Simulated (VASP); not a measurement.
# Al (P6_3/mmc) in VASP: a series of runs

One crystal, Al, is run at these levels: RPBE; tasks: single point.

All numbers are computed with VASP 6.6.1; they aren't measurements. Logs are shortened: lines on timing, memory, paths and dates and some standing lists are left out, and cuts for length are marked.

## 1. The crystal as given

Symmetry: P6_3/mmc, No. 194, hexagonal system. The conventional cell has a = 2.897 Å, b = 2.897 Å, c = 4.660 Å, α = 90.00°, β = 90.00°, γ = 120.00°. Al (site symmetry -6m2) has 12 Al at 2.87 to 2.90 Å as nearest neighbours.

This isn't the form of Al at room conditions, which is fcc.

## 2. Single point, RPBE

Contents of INCAR:

```
PREC     = Accurate       # precision mode
ENCUT    = 520            # plane-wave cutoff, eV
EDIFF    = 1E-7           # SCF threshold, eV
ISMEAR   = -1             # smearing method
SIGMA    = 0.1            # smearing width, eV
LREAL    = F              # projectors in reciprocal space
LASPH    = T              # aspherical terms in the spheres
NELM     = 60             # most SCF steps
ALGO     = Normal         # electronic algorithm
ISIF     = 2              # what is computed and relaxed
LWAVE    = F              # write WAVECAR
LCHARG   = F              # write CHGCAR
GGA      = RP             # functional
NBANDS   = 10             # bands
```

Contents of KPOINTS:

```
regular mesh
0
Gamma
  20 20 11
```

Contents of POSCAR:

```
Al
1.0
    2.8966050064      0.0000000000      0.0000000000
   -1.4483025032      2.5085335203      0.0000000000
    0.0000000000      0.0000000000      4.6597820347
Al
2
Direct
    0.3333333333      0.6666666667      0.2500000000
    0.6666666667      0.3333333333      0.7500000000
```

Potentials or basis: VASP PAW PBE potentials, release 64 (Al).

Run with:

```
$ cat potpaw_PBE.64/Al/POTCAR > POTCAR
$ mpirun -np 1 vasp_std > vasp.out
```

OUTCAR:

```text
PREC = Accurate
   ENCUT = 520
   EDIFF = 1E-7
   ISMEAR = -1
   LREAL = F
   LASPH = T
   NELM = 60
   ISIF = 2
   GGA = RP

 ion  position               nearest neighbor table
   1  0.333  0.667  0.250-   2 2.87   2 2.87   2 2.87   2 2.87   2 2.87   2 2.87
   2  0.667  0.333  0.750-   1 2.87   1 2.87   1 2.87   1 2.87   1 2.87   1 2.87

  LATTYP: Found a hexagonal cell.
 ALAT       =     2.8966050064
 C/A-ratio  =     1.6087046817

  Lattice vectors:

 A1 = (   2.8966050064,   0.0000000000,   0.0000000000)
 A2 = (  -1.4483025032,   2.5085335203,   0.0000000000)
 A3 = (   0.0000000000,   0.0000000000,   4.6597820347)

Analysis of symmetry for initial positions (statically):
=====================================================================
 Subroutine PRICEL returns:
 Original cell was already a primitive cell.

 Routine SETGRP: Setting up the symmetry group for a
 hexagonal supercell.

 Subroutine GETGRP returns: Found 24 space group operations
 (whereof 12 operations were pure point group operations)
 out of a pool of 24 trial point group operations.

The static configuration has the point symmetry D_3d.
 The point group associated with its full space group is D_6h.

Analysis of symmetry for dynamics (positions and initial velocities):
=====================================================================
 Subroutine PRICEL returns:
 Original cell was already a primitive cell.

 Routine SETGRP: Setting up the symmetry group for a
 hexagonal supercell.

 Subroutine GETGRP returns: Found 24 space group operations
 (whereof 12 operations were pure point group operations)
 out of a pool of 24 trial point group operations.

The dynamic configuration has the point symmetry D_3d.
 The point group associated with its full space group is D_6h.

 Subroutine INISYM returns: Found 24 space group operations
 (whereof 12 operations are pure point group operations),
 and found     1 'primitive' translations

----------------------------------------------------------------------------------------

                                     Primitive cell

  volume of cell :      33.8591

  direct lattice vectors                    reciprocal lattice vectors
     2.896605006  0.000000000  0.000000000     0.345231745  0.199319641  0.000000000
    -1.448302503  2.508533520  0.000000000     0.000000000  0.398639281  0.000000000
     0.000000000  0.000000000  4.659782035     0.000000000  0.000000000  0.214602312

  length of vectors
     2.896605006  2.896605006  4.659782035     0.398639281  0.398639281  0.214602312

  position of ions in fractional coordinates (direct lattice)
     0.333333333  0.666666667  0.250000000
     0.666666667  0.333333333  0.750000000

  ion indices of the primitive-cell ions
   primitive index   ion index
                 1           1
                 2           2

----------------------------------------------------------------------------------------

 KPOINTS: regular mesh

Automatic generation of k-mesh.
 Grid dimensions read from file:
 generate k-points for:   20   20   11

 Generating k-lattice:

  Cartesian coordinates                     Fractional coordinates (reciprocal lattice)
     0.017261587  0.009965982  0.000000000     0.050000000 -0.000000000  0.000000000
     0.000000000  0.019931964  0.000000000     0.000000000  0.050000000  0.000000000
     0.000000000  0.000000000  0.019509301     0.000000000  0.000000000  0.090909091

  Length of vectors
     0.019931964  0.019931964  0.019509301

  Shift w.r.t. Gamma in fractional coordinates (k-lattice)
     0.000000000  0.000000000  0.000000000

 Subroutine IBZKPT returns following result:
 ===========================================

 Found    264 irreducible k-points:

 Following reciprocal coordinates:
            Coordinates               Weight
  0.000000  0.000000  0.000000      1.000000
  0.050000 -0.000000  0.000000      6.000000
  0.100000  0.000000  0.000000      6.000000
  0.150000  0.000000  0.000000      6.000000
  0.200000  0.000000  0.000000      6.000000
  0.250000  0.000000  0.000000      6.000000
[... 16 lines left out ...]
  0.200000  0.100000  0.000000     12.000000
  0.250000  0.100000  0.000000     12.000000
 [... further k-points ...]
   k-points           NKPTS =    264   k-points in BZ     NKDIM =    264   number of bands    NBANDS=     10
   number of dos      NEDOS =    301   number of ions     NIONS =      2
   total plane-waves  NPLWV =  20736
   dimension x,y,z NGX =    24 NGY =   24 NGZ =   36
   dimension x,y,z NGXF=    48 NGYF=   48 NGZF=   72
   ions per type =               2
   NGX,Y,Z   is equivalent  to a cutoff of  13.77, 13.77, 12.84 a.u.
   NGXF,Y,Z  is equivalent  to a cutoff of  27.55, 27.55, 25.69 a.u.
 SYSTEM =  unknown system
   PREC   = accura    normal or accurate (medium, high low for compatibility)
   ISTART =      0    job   : 0-new  1-cont  2-samecut
   ICHARG =      2    charge: 1-file 2-atom 10-const
   ISPIN  =      1    spin polarized calculation?
   LNONCOLLINEAR =      F non collinear calculations
   LSORBIT =      F    spin-orbit coupling
   LASPH  =      T    aspherical Exc in radial PAW
   ENCUT  =  520.0 eV  38.22 Ry    6.18 a.u.   5.39  5.39  8.66*2*pi/ulx,y,z
   NELM   =     60;   NELMIN=  2; NELMDL= -5     # of ELM steps
   EDIFF  = 0.1E-06   stopping-criterion for ELM
   LREAL  =      F    real-space projection
   EDIFFG = 0.1E-05   stopping-criterion for IOM
   NSW    =      0    number of steps for IOM
   IBRION =     -1    ionic relax: 0-MD 1-quasi-New 2-CG
   NFREE  =      0    steps in history (QN), initial steepest desc. (CG)
   ISIF   =      2    stress and relaxation
   ISYM   =      2    0-nonsym 1-usesym 2-fastsym
   POTIM  = 0.5000    time-step for ionic-motion
   TEBEG  =    0.0;   TEEND  =   0.0 temperature during run
   PSTRESS=    0.0 pullay stress
   NELECT =       6.0000    total number of electrons
   NUPDOWN=      -1.0000    fix difference up-down
   EMIN   =  10.00;   EMAX   =-10.00  energy-range for DOS
   EFERMI =   0.00;   METHOD = LEGACY
   ISMEAR =    -1;   SIGMA  =   0.10  broadening in eV -4-tet -1-fermi 0-gaus
   EFERMI_NEDOS =   21; number of points for ismear=-14 and -15
   IALGO  =     38    algorithm
   IMIX   =      4    mixing-type and parameters
     AMIX     =   0.40;   BMIX     =  1.00
     AMIX_MAG =   1.60;   BMIX_MAG =  1.00
  volume/ion in A,a.u.               =      16.93       114.25
  Fermi-wavevector in a.u.,A,eV,Ry     =   0.919532  1.737664 11.504265  0.845540
  Thomas-Fermi vector in A             =   2.044737
   LORBIT       =      0    0 simple, 1 ext, 2 COOP (PROOUT), +10 PAW based schemes
   GGA     = RP    functional components
   LHFCALC =     F    Hartree Fock is set to
   AEXX    =    0.0000 exact exchange contribution
   IVDW    =     0    specifies the selected vdW correction
   LEPSILON=     F    determine dielectric tensor
   LRPA    =     F    only Hartree local field effects (RPA)
 non-spin polarized calculation
  energy-cutoff  :      520.00
  volume of cell :       33.86
 maximum number of plane-waves:       942
 NGX is ok and might be reduce to    24
   NGX = 11   NGY = 11   NGZ = 17

 number of electron       6.0000000 magnetization

 Free energy of the ion-electron system (eV)
  ---------------------------------------------------
  ext. energy  EPLUGINS =         0.00000000
  ---------------------------------------------------
  free energy    TOTEN  =        -6.96065677 eV

  energy without entropy =       -6.93133232  energy(sigma->0) =       -6.94599455

 E-fermi :   7.8250     XC(G=0): -10.0501

 val. band max:        7.8079786608   @ k =   0.5000   0.0000   0.0909
 cond. band min:       7.8392108829   @ k =   0.3000   0.1000   0.0909
 fundamental gap:      0.0312322221
 Fermi energy:         7.8250080458

 k-point     1 :       0.0000    0.0000    0.0000
  band No.  band energies     occupation
      1      -3.1353      2.00000
      2       3.3968      2.00000
      3       3.6848      2.00000
      4      17.9893      0.00000
      5      17.9893      0.00000
      6      18.4765      0.00000
      7      18.4765      0.00000
      8      19.9251      0.00000
      9      21.3902      0.00000
     10      22.3430      0.00000

 k-point     2 :       0.0500   -0.0000    0.0000
  band No.  band energies     occupation
      1      -3.0765      2.00000
      2       3.4514      2.00000
      3       3.7423      2.00000
      4      16.7193      0.00000
      5      17.2359      0.00000
      6      18.4162      0.00000
      7      19.3325      0.00000
      8      20.5156      0.00000
      9      21.9308      0.00000
     10      22.0502      0.00000

 k-point     3 :       0.1000    0.0000    0.0000
  band No.  band energies     occupation
      1      -2.9002      2.00000
      2       3.6152      2.00000
      3       3.9144      2.00000
      4      14.9261      0.00000
      5      16.3847      0.00000
      6      17.7778      0.00000
      7      20.4881      0.00000
      8      20.6040      0.00000
      9      20.7189      0.00000
     10      21.5840      0.00000

 k-point     4 :       0.1500    0.0000    0.0000
  band No.  band energies     occupation
      1      -2.6069      2.00000
      2       3.8882      2.00000
      3       4.1993      2.00000
      4      13.1175      0.00000
      5      15.6272      0.00000
      6      17.0106      0.00000
      7      19.0439      0.00000
      8      19.2995      0.00000
      9      21.2307      0.00000
     10      21.6856      0.00000

 k-point     5 :       0.2000    0.0000    0.0000
  band No.  band energies     occupation
      1      -2.1973      2.00000
      2       4.2702      2.00000
      3       4.5937      2.00000
      4      11.3684      0.00000
      5      14.9700      0.00000
      6      16.1921      0.00000
      7      17.3512      0.00000
      8      17.9477      0.00000
      9      20.6613      0.00000
     10      21.0072      0.00000

 k-point     6 :       0.2500    0.0000    0.0000
  band No.  band energies     occupation
      1      -1.6724      2.00000
      2       4.7611      2.00000
      3       5.0894      2.00000
      4       9.7084      0.00000
      5      14.4141      0.00000
      6      15.2512      0.00000
      7      15.7138      0.00000
      8      16.8126      0.00000
      9      20.1677      0.00000
     10      20.4167      0.00000
[... 183 lines left out ...]
 k-point    21 :       0.1000    0.1000    0.0000
  band No.  band energies     occupation
      1      -2.4312      2.00000
      2       4.0519      2.00000
      3       4.3692      2.00000
      4      13.2579      0.00000
      5      13.2652      0.00000
      6      18.7143      0.00000
      7      18.9773      0.00000
      8      19.2942      0.00000
      9      19.5962      0.00000
     10      20.0571      0.00000

 k-point    22 :       0.1500    0.1000    0.0000
  band No.  band energies     occupation
      1      -2.0221      2.00000
      2       4.4339      2.00000
      3       4.7614      2.00000
      4      11.5223      0.00000
      5      12.5671      0.00000
      6      17.3231      0.00000
      7      17.6437      0.00000
      8      18.8024      0.00000
      9      19.0473      0.00000
     10      19.1681      0.00000

 k-point    23 :       0.2000    0.1000    0.0000
  band No.  band energies     occupation
      1      -1.4979      2.00000
      2       4.9247      2.00000
      3       5.2538      2.00000
      4       9.8672      0.00000
      5      11.9704      0.00000
      6      15.7940      0.00000
      7      16.1926      0.00000
      8      18.2917      0.00000
      9      18.3281      0.00000
     10      18.6670      0.00000

 k-point    24 :       0.2500    0.1000    0.0000
  band No.  band energies     occupation
      1      -0.8598      2.00000
      2       5.5236      2.00000
      3       5.8159      2.00000
      4       8.3373      0.01185
      5      11.4692      0.00000
      6      14.2819      0.00000
      7      14.7865      0.00000
      8      17.7828      0.00000
      9      17.8692      0.00000
     10      18.2256      0.00000

 [... further k-points ...]

------------------------ aborting loop because EDIFF is reached ----------------------------------------

  FORCE on cell =-STRESS in cart. coord.  units (eV):
  Direction    XX          YY          ZZ          XY          YZ          ZX
  --------------------------------------------------------------------------------------
  -------------------------------------------------------------------------------------
  Total       -0.1321397     -0.1321397      0.2511885      0.0000000     -0.0000000      0.0000000
  in kB       -6.2527225     -6.2527225     11.8859937      0.0000000     -0.0000000      0.0000000
  external PRESSURE =      -0.2064838 kB  Pullay stress =       0.0000000 kB

 VOLUME and BASIS-vectors are now :
 -----------------------------------------------------------------------------
  energy-cutoff  :      520.00
  volume of cell :       33.86
      direct lattice vectors                 reciprocal lattice vectors
     2.896605006  0.000000000  0.000000000     0.345231745  0.199319641  0.000000000
    -1.448302503  2.508533520  0.000000000     0.000000000  0.398639281  0.000000000
     0.000000000  0.000000000  4.659782035     0.000000000  0.000000000  0.214602312

 POSITION                                       TOTAL-FORCE (eV/Angst)
 -----------------------------------------------------------------------------------
     -0.00000      1.67236      1.16495         0.000000      0.000000      0.000000
      1.44830      0.83618      3.49484         0.000000     -0.000000      0.000000
 -----------------------------------------------------------------------------------
    total drift:                                0.000000     -0.000000      0.000000

  FREE ENERGIE OF THE ION-ELECTRON SYSTEM (eV)
  ---------------------------------------------------
  free  energy   TOTEN  =        -6.9606567746 eV

  energy  without entropy=       -6.9313323185  energy(sigma->0) =       -6.94599455
```

Run time: 83 s. Hardware: 1 thread of Intel Xeon Platinum 8375C at 2.90GHz (Ice Lake), shared host; peak memory 0.19 GiB.

What came out:

| Item | Value |
| --- | --- |
| Free energy | -6.9607 eV |
| Pressure | 0.0 GPa |
| Band gap on the k mesh | none (metal or under the smearing width) |

Caveat: the PAW data sets were made with another functional, which shifts forces and pressure a little.

[end of part 1 of 2]
